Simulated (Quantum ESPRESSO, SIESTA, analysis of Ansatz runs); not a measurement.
# GaN (P6_3mc):O_N, a ladder of methods on one cell (SIESTA), part 2 of 3

Question: at which Fermi levels does O_N in GaN (P6_3mc) change its charge, and how much of the answer depends on the k-points? The model is a cell of 72 host atoms with 1 N taken out and 1 O put in.

SIESTA 5.4.2; SIESTA numerical-orbital DFT, PBEsol, DZP basis, PseudoDojo 0.4.1 potentials converted to PSML; charged supercells in a uniform background, point-charge correction with alignment at far sites.

So far. Step 2 (Band edges): The gap at this level is 1.79 eV.

## 3. Relaxing each charge state

Level of this step: SIESTA numerical-orbital DFT, PBEsol, DZP basis, PseudoDojo 0.4.1 potentials converted to PSML; relaxation of all atoms of a defect supercell (SIESTA).

Each state starts from the atoms near the defect displaced at random, so that no symmetry of the ideal site is imposed. An odd electron count needs spin polarisation, and the total moment is held fixed to keep the state apart from its neighbours in spin. Charge 0 is shown in full.

Input file defect.fdf:

```
SystemName                      Ga36N35O
SystemLabel                     defect
NumberOfSpecies                 3
NumberOfAtoms                   72
%block ChemicalSpeciesLabel
  1   31 Ga
  2    7 N
  3    8 O
%endblock ChemicalSpeciesLabel
LatticeConstant                 1.0 Ang
%block LatticeVectors
     9.608457000    -0.001719000     0.000000000
    -4.805718000     8.320308000     0.000000000
     0.000000000     0.000000000    10.426414000
%endblock LatticeVectors
AtomicCoordinatesFormat         Fractional
%block AtomicCoordinatesAndAtomicSpecies
     0.222726195     0.110132668     0.244843598  1
     0.113007376     0.227913921     0.500700134  1
     0.225388852     0.117069273     0.438626080  2
     0.111123042     0.222210286     0.187955034  2
     0.222210187     0.111123047     0.749480790  1
     0.111123146     0.222210286     0.999480742  1
     0.222210291     0.111123047     0.937954986  2
     0.111123042     0.222210286     0.687955034  2
     0.222331227     0.443061806     0.244877596  1
     0.111123146     0.555543619     0.499480742  1
     0.216354466     0.440383951     0.437718498  2
     0.111123042     0.555543619     0.187955034  2
     0.222210187     0.444456381     0.749480790  1
     0.111123146     0.555543619     0.999480742  1
     0.222210291     0.444456381     0.937954986  2
     0.111123042     0.555543619     0.687955034  2
     0.222210187     0.777789714     0.249480790  1
     0.111123146     0.888876953     0.499480742  1
     0.222210291     0.777789714     0.437954986  2
     0.111123042     0.888876953     0.187955034  2
     0.222210187     0.777789714     0.749480790  1
     0.111123146     0.888876953     0.999480742  1
     0.222210291     0.777789714     0.937954986  2
     0.111123042     0.888876953     0.687955034  2
     0.554563283     0.115702371     0.248734208  1
     0.438458298     0.218936610     0.499645966  1
     0.560077190     0.112381524     0.440962536  2
     0.445708368     0.225158411     0.183781178  2
     0.555543521     0.111123047     0.749480790  1
     0.444456479     0.222210286     0.999480742  1
     0.555543625     0.111123047     0.937954986  2
     0.443669647     0.223665554     0.692393484  2
     0.559015159     0.449651441     0.247207600  1
     0.449511605     0.556162095     0.497576318  1
     0.549608338     0.440723717     0.437683550  3
     0.448922922     0.557004140     0.191083335  2
     0.553634557     0.444901781     0.753840966  1
     0.444456479     0.555543619     0.999480742  1
     0.555543625     0.444456381     0.937954986  2
     0.443769721     0.560147576     0.686573383  2
     0.561379477     0.781577185     0.248660199  1
     0.444456479     0.888876953     0.499480742  1
     0.550273422     0.777032817     0.439475558  2
     0.444456375     0.888876953     0.187955034  2
     0.555543521     0.777789714     0.749480790  1
     0.444456479     0.888876953     0.999480742  1
     0.555543625     0.777789714     0.937954986  2
     0.444456375     0.888876953     0.687955034  2
     0.888876854     0.111123047     0.249480790  1
     0.782707984     0.226709143     0.497463676  1
     0.888876958     0.111123047     0.437954986  2
     0.777789709     0.222210286     0.187955034  2
     0.888876854     0.111123047     0.749480790  1
     0.777789813     0.222210286     0.999480742  1
     0.888876958     0.111123047     0.937954986  2
     0.777789709     0.222210286     0.687955034  2
     0.883041641     0.440297030     0.249368544  1
     0.771781019     0.552638121     0.499454018  1
     0.888680382     0.448610410     0.435195362  2
     0.779283293     0.551600395     0.186254283  2
     0.888876854     0.444456381     0.749480790  1
     0.777789813     0.555543619     0.999480742  1
     0.888876958     0.444456381     0.937954986  2
     0.775812331     0.552756120     0.692169467  2
     0.889267940     0.777491902     0.254244481  1
     0.776168064     0.891672051     0.502686437  1
     0.884578656     0.772006743     0.438122930  2
     0.777789709     0.888876953     0.187955034  2
     0.888876854     0.777789714     0.749480790  1
     0.777789813     0.888876953     0.999480742  1
     0.888876958     0.777789714     0.937954986  2
     0.777789709     0.888876953     0.687955034  2
%endblock AtomicCoordinatesAndAtomicSpecies
%block kgrid.MonkhorstPack
    1   0   0  0.25
    0   1   0  0.25
    0   0   1  0.25
%endblock kgrid.MonkhorstPack
XC.Functional                   GGA
XC.Authors                      PBEsol
PAO.BasisSize                   DZP
PAO.EnergyShift                 0.005 Ry
Mesh.Cutoff                     300 Ry
Spin                            polarized
%block DM.InitSpin
    26   0.200
    33   0.200
    34   0.200
    35   0.200
    58   0.200
%endblock DM.InitSpin
Spin.Fix                        true
Spin.Total                      1.0
OccupationFunction              FD
ElectronicTemperature           0.01 eV
MaxSCFIterations                150
SCF.MustConverge                true
SCF.Mixer.Method                Pulay
SCF.Mixer.Weight                0.1
SCF.Mixer.History               10
SCF.DM.Tolerance                3.0e-4
SCF.H.Tolerance                 3.0e-3 eV
WriteForces                     true
Charge.Mulliken                 end
SaveRho                         true
SaveElectrostaticPotential      true
Charge.Hirshfeld                end
Charge.Voronoi                  end
MD.TypeOfRun                    Broyden
MD.Steps                        90
MD.MaxForceTol                  0.04 eV/Ang
MD.MaxDispl                     0.15 Ang
WriteCoorStep                   true
AtomCoorFormatOut               Fractional
```

Started as:

```console
OMP_NUM_THREADS=1 siesta defect.fdf > defect.out
```

Output:

```text
Version         : 5.4.2

                           ***********************
                           *  WELCOME TO SIESTA  *
                           ***********************

[...]
reinit: Reading from file defect.fdf

reinit: -----------------------------------------------------------------------
reinit: System Name: Ga36N35O
reinit: -----------------------------------------------------------------------
reinit: System Label: defect
reinit: -----------------------------------------------------------------------

[...]
initatom: Reading input for the pseudopotentials and atomic orbitals ----------
Species number:   1 Atomic number:   31 Label: Ga
Species number:   2 Atomic number:    7 Label: N
Species number:   3 Atomic number:    8 Label: O

[... pseudopotential checks and orbital generation ...]

prinput: Basis input

PAO.BasisType split

%block ChemicalSpeciesLabel
    1   31 Ga                      # Species index, atomic number, species label
    2    7 N                       # Species index, atomic number, species label
    3    8 O                       # Species index, atomic number, species label
%endblock ChemicalSpeciesLabel

%block PAO.Basis                 # Define Basis set
# WARNING: This information might be incomplete!
Ga                    4                    # Species label, number of l-shells
 n=4   0   2                         # n, l, Nzeta
   6.217      4.287
   1.000      1.000
 n=4   1   2                         # n, l, Nzeta
   8.738      6.186
   1.000      1.000
 n=3   2   1                         # n, l, Nzeta
   3.373
   1.000
 n=4   2   1                         # n, l, Nzeta
   8.738
   1.000
N                     2                    # Species label, number of l-shells
 n=2   0   2                         # n, l, Nzeta
   4.265      2.697
   1.000      1.000
 n=2   1   2 P   1                   # n, l, Nzeta, Polarization, NzetaPol
   5.254      3.313
   1.000      1.000
O                     2                    # Species label, number of l-shells
 n=2   0   2                         # n, l, Nzeta
   3.812      2.360
   1.000      1.000
 n=2   1   2 P   1                   # n, l, Nzeta, Polarization, NzetaPol
[...]
%endblock PAO.Basis

prinput: ----------------------------------------------------------------------

coor:   Atomic-coordinates input format  =     Fractional

[...]
siesta: System type = bulk

initatomlists: Number of atoms, orbitals, and projectors:     72  1116   941

[... echo of the settings ...]

siesta: k-grid: Number of k-points = 1
siesta: k-points from Monkhorst-Pack grid
siesta: k-cutoff (effective) =     4.803 Ang
siesta: k-point supercell and displacements
siesta: k-grid:     1     0     0      0.250
siesta: k-grid:     0     1     0      0.250
siesta: k-grid:     0     0     1      0.250

diag: Algorithm                                     = D&C
diag: Absolute tolerance                            =  0.100E-15
diag: Orthogonalization factor                      =  0.100E-05

superc: Internal auxiliary supercell:     5 x     5 x     3  =      75
superc: Number of atoms, orbitals, and projectors:   5400  83700  70575

                     ====================================
                        Begin Broyden opt. move =      0
                     ====================================

[...]
superc: Internal auxiliary supercell:     5 x     5 x     3  =      75
superc: Number of atoms, orbitals, and projectors:   5400  83700  70575

outcell: Unit cell vectors (Ang):
        9.608457   -0.001719    0.000000
       -4.805718    8.320308    0.000000
        0.000000    0.000000   10.426414

outcell: Cell vector modules (Ang)   :    9.608457    9.608457   10.426414
outcell: Cell angles (23,13,12) (deg):     90.0000     90.0000    120.0205
outcell: Cell volume (Ang**3)        :    833.4569
[...]
Initializing Density Matrix...

[...]
DM filled with atomic data (user-defined):

InitMesh: MESH = 90 x 90 x 120 = 972000
InitMesh: Mesh cutoff (required, used) =   300.000   323.243 Ry

[...]
iscf     Eharris(eV)        E_KS(eV)     FreeEng(eV)     dDmax     Ef_up Ef_dn(eV) dHmax(eV)
   scf:    1   -84653.614514   -85000.379010   -85000.379010  0.561565 -4.002375 -4.669342  9.262827
[...]
scf:    2   -85091.907279   -85048.853393   -85048.853393  0.130550 -3.751911 -4.441084  6.333893
[...]
scf:    3   -85118.955037   -85098.477722   -85098.477722  0.410327 -3.180090 -3.925819  3.437195
[...]
scf:    4   -85098.087202   -85098.821942   -85098.821942  0.233670 -3.023444 -4.105018  3.646683
[...]
scf:    5   -85099.348082   -85099.238195   -85099.238195  0.135012 -3.040420 -3.656015  0.722038
[...]
scf:    6   -85099.268256   -85099.290366   -85099.290366  0.055352 -3.144635 -3.644764  1.868930
[...]
scf:    7   -85099.401434   -85099.389042   -85099.389042  0.073989 -3.263357 -3.777468  0.126968
[...]
scf:    8   -85099.389894   -85099.389647   -85099.389647  0.000863 -3.260495 -3.779194  0.114192
[...]
scf:    9   -85099.389995   -85099.389863   -85099.389863  0.002578 -3.258248 -3.784488  0.131072
[...]
scf:   10   -85099.390792   -85099.390423   -85099.390423  0.002202 -3.236809 -3.771309  0.028953
[...]
iscf     Eharris(eV)        E_KS(eV)     FreeEng(eV)     dDmax     Ef_up Ef_dn(eV) dHmax(eV)
   scf:    1   -85100.134247   -85100.133689   -85100.133689  0.004730 -3.068666 -3.631821  0.061001
[...]
scf:    2   -85100.119730   -85100.129620   -85100.129620  0.013927 -3.022173 -3.584720  0.275820
[...]
scf:    3   -85100.135050   -85100.134112   -85100.134112  0.010934 -3.059193 -3.622223  0.008503
[...]
scf:    4   -85100.134143   -85100.134130   -85100.134130  0.000114 -3.060098 -3.623145  0.002447
     spin moment: {S} , |S| = {        0.0        0.0    1.00000 }     1.00000

SCF Convergence by DM+H criterion
[...]
SCF cycle converged after 4 iterations

[...]
siesta: E_KS(eV) =           -85100.1341

siesta: Atomic forces (eV/Ang):
     1    0.002040   -0.002253    0.012542
     2   -0.007595   -0.001541    0.010043
     3    0.001336    0.018665    0.006897
     4   -0.003700   -0.002683    0.015258
     5    0.008712    0.007470   -0.005122
     6   -0.001729    0.004281    0.011620
     7   -0.004967    0.009656   -0.005881
     8   -0.005891   -0.011563    0.007786
     9   -0.007090    0.003677    0.010340
    10    0.007367   -0.025204    0.013887
[...]
68   -0.018099    0.010099   -0.005736
    69   -0.006268   -0.001043    0.010471
    70   -0.012891    0.010426   -0.005216
    71   -0.005905   -0.002947    0.016058
    72    0.001001    0.004554   -0.005499
   Tot    0.029122   -0.025322   -0.021297
   Max    0.033611
   Res    0.010592    sqrt( Sum f_i^2 / 3N )
   Max    0.033611    constrained

Stress tensor Voigt[x,y,z,yz,xz,xy] (kbar):      -11.29       -1.43      -17.23       -0.12        0.04        8.88
[...]
outcoor: Relaxed atomic coordinates (fractional):
    0.22189729    0.11112846    0.24880930   1       1  Ga
    0.11057314    0.22257100    0.49994066   1       2  Ga
    0.22118199    0.11100550    0.43758539   2       3  N
    0.11128230    0.22234855    0.18775949   2       4  N
    0.22086402    0.11042428    0.75013999   1       5  Ga
    0.11077332    0.22229023    0.99924782   1       6  Ga
    0.22156754    0.11066409    0.93819752   2       7  N
    0.11100991    0.22242497    0.68807832   2       8  N
    0.22206754    0.44423316    0.24873260   1       9  Ga
    0.11062572    0.55643454    0.49937677   1      10  Ga
    0.22147803    0.44435694    0.43743016   2      11  N
    0.11149360    0.55578028    0.18792831   2      12  N
    0.22140440    0.44434263    0.74985268   1      13  Ga
    0.11118151    0.55589845    0.99942574   1      14  Ga
    0.22195952    0.44445970    0.93798181   2      15  N
    0.11079850    0.55579175    0.68774459   2      16  N
    0.22253019    0.77774579    0.24938775   1      17  Ga
    0.11003323    0.88851290    0.49958813   1      18  Ga
    0.22203051    0.77858043    0.43795357   2      19  N
    0.11138814    0.88895024    0.18843842   2      20  N
[...]
0.55437182    0.44314593    0.43750585   3      35  O
[...]
0.77853049    0.55617115    0.99851001   1      62  Ga
[...]
0.77695341    0.55526877    0.68895337   2      64  N
    0.88941997    0.77826233    0.24940875   1      65  Ga
    0.77749771    0.89003308    0.50038830   1      66  Ga
    0.88744527    0.77776621    0.43795195   2      67  N
    0.77852791    0.88919887    0.18810663   2      68  N
    0.88889032    0.77836306    0.74996112   1      69  Ga
    0.77799663    0.88926478    0.99960349   1      70  Ga
    0.88911558    0.77825126    0.93810407   2      71  N
    0.77769425    0.88919066    0.68840006   2      72  N

[...]
siesta: Final energy (eV):
siesta:  Band Struct. =  -10860.172366
siesta:       Kinetic =   68430.636984
siesta:       Hartree =   21404.091013
[...]
siesta:         Exch. =  -21889.386836
siesta:         Corr. =   -1415.832656
[...]
siesta:   Exch.-corr. =  -23305.219492
siesta:  Ion-electron = -105568.986535
siesta:       Ion-ion =  -46060.656100
[...]
siesta:         Total =  -85100.134130
siesta:      Fermi_up =      -3.060098
siesta:      Fermi_dn =      -3.623145

siesta: Stress tensor (static) (eV/Ang**3):
siesta:    -0.007044    0.005540    0.000027
siesta:     0.005540   -0.000893   -0.000077
siesta:     0.000027   -0.000077   -0.010754

siesta: Cell volume =        833.456888 Ang**3

siesta: Pressure (static):
siesta:                Solid            Molecule  Units
siesta:           0.00006786          0.00007139  Ry/Bohr**3
siesta:           0.00623049          0.00655430  eV/Ang**3
siesta:           9.98234249         10.50114223  kBar

[...]
mulliken: Qtot =      325.000

[...]
mulliken: Qtot =      324.000

Mulliken Atomic Populations:
Atom #   charge [q] valence [e]      Sz [e]  Species
     1     0.902208   12.097792    0.009849  Ga
     2     0.897877   12.102123    0.013596  Ga
     3    -0.909115    5.909115    0.021649  N
     4    -0.905135    5.905135    0.007701  N
     5     0.901793   12.098207    0.013422  Ga
     6     0.896885   12.103115    0.009717  Ga
     7    -0.905254    5.905254    0.009359  N
     8    -0.904097    5.904097    0.007017  N
     9     0.906941   12.093059    0.011095  Ga
    10     0.890727   12.109273    0.017434  Ga
    11    -0.906909    5.906909    0.015369  N
    12    -0.904104    5.904104    0.008099  N
    13     0.900709   12.099291    0.014728  Ga
    14     0.903200   12.096800    0.010428  Ga
    15    -0.904860    5.904860    0.009294  N
    16    -0.903419    5.903419    0.007864  N
    17     0.903823   12.096177    0.006923  Ga
    18     0.898597   12.101403    0.008858  Ga
    19    -0.903367    5.903367    0.008813  N
    20    -0.905247    5.905247    0.008372  N
[...]
35    -0.737335    6.737335    0.007887  O
[...]
62     0.903187   12.096813    0.014937  Ga
[...]
64    -0.906278    5.906278    0.015524  N
    65     0.898576   12.101424    0.010244  Ga
    66     0.896854   12.103146    0.014984  Ga
    67    -0.909529    5.909529    0.021788  N
    68    -0.905742    5.905742    0.006745  N
    69     0.900973   12.099027    0.015083  Ga
    70     0.895115   12.104885    0.009542  Ga
    71    -0.904756    5.904756    0.009567  N
    72    -0.903283    5.903283    0.008248  N
 Total    -0.000000                1.000000

[...]
Job completed
```

Wall time 1.7 h (1 MPI rank of Arm Neoverse V2, shared host); peak memory 2.4 GiB.

The steps and moves of this run count from the displaced start.

Relaxation path:

```
step  energy less that of the first step (eV)  largest force (eV/Å)
   0                                   0.0000                2.4820
   1                                  -0.5165                1.2047
   2                                  -0.6882                0.3769
   3                                  -0.7160                0.2114
   4                                  -0.7313                0.1165
   5                                  -0.7393                0.0701
   6                                  -0.7436                0.0388
```

The atoms that moved most (Å):

```csv
atom,dx,dy,dz,length
Ga34,-0.104,0.028,0.038,0.114
Ga58,0.082,0.049,0.027,0.099
Ga33,-0.007,-0.040,-0.054,0.068
Ga26,0.035,-0.037,0.026,0.057
Ga57,0.044,0.031,-0.005,0.054
N3,-0.011,-0.050,-0.011,0.053
N43,0.046,0.014,-0.020,0.052
Ga65,-0.002,0.006,-0.050,0.051
```

Neighbours of O35 at the end:

| atom | distance (Å) |
| --- | --- |
| Ga26 | 2.018 |
| Ga58 | 2.020 |
| Ga34 | 2.029 |
| Ga33 | 2.038 |
| N27 | 3.189 |
| N28 | 3.190 |
| N36 | 3.195 |
| N3 | 3.195 |
| N59 | 3.200 |
| N32 | 3.200 |
| N60 | 3.202 |
| N11 | 3.204 |
| N67 | 3.207 |
| N40 | 3.208 |
| N64 | 3.210 |
| N43 | 3.217 |

Energies on the run's own zero. States near gap, by row:

```csv
spin,k,band,energy (eV),filled by count
up,0,321,-7.044,1
up,0,322,-6.996,1
up,0,323,-6.786,1
up,0,324,-6.739,1
up,0,325,-3.354,1
up,0,326,-2.731,0
up,0,327,-2.407,0
up,0,328,-2.291,0
up,0,329,-2.075,0
down,0,320,-7.042,1
down,0,321,-7.026,1
down,0,322,-6.978,1
down,0,323,-6.771,1
down,0,324,-6.723,1
down,0,325,-3.278,0
down,0,326,-2.669,0
down,0,327,-2.374,0
down,0,328,-2.255,0
```

The states that were run, at one point at (¼, ¼, ¼), on 1 MPI rank of Arm Neoverse V2, shared host:

```csv
charge,moment (μB),outcome,structures computed,largest displacement of a host atom from its site (Å),lowest empty less highest filled level (eV),time
+1,0,converged,7,0.09,3.42,57 min
−1,0,converged,7,0.07,0.61,59 min
0,1,converged,7,0.08,0.08,1.7 h
```

Against the host's sites the lattice moves most at charge +1 (0.09 Å); the smallest move among the states is 0.07 Å.

[end of part 2 of 3]

[Logs are printed without paths, hosts, clocks, repeated set-up lines and the standing remarks that a program may print on its own settings, such as how far it seeks lower states.]

[Hosts, paths, dates, database ids (printed as entryN), source tags and the programs' standing remarks are cut or masked in the printed files.]

[For some hosts the program warned that the k-mesh of the response run may be too coarse for force constants and the static dielectric constant; such warnings are not shown here.]

[Charge tables in the logs are Mulliken or Hirshfeld populations, whose sizes and signs can differ; where basis functions stand at a vacancy, SIESTA counts their charge against the missing atom's valence.]

[In relaxation paths of CP2K, step 0 can be the structure after the first move, since the trajectory file begins there, and the last row can be the final structure solved once more.]
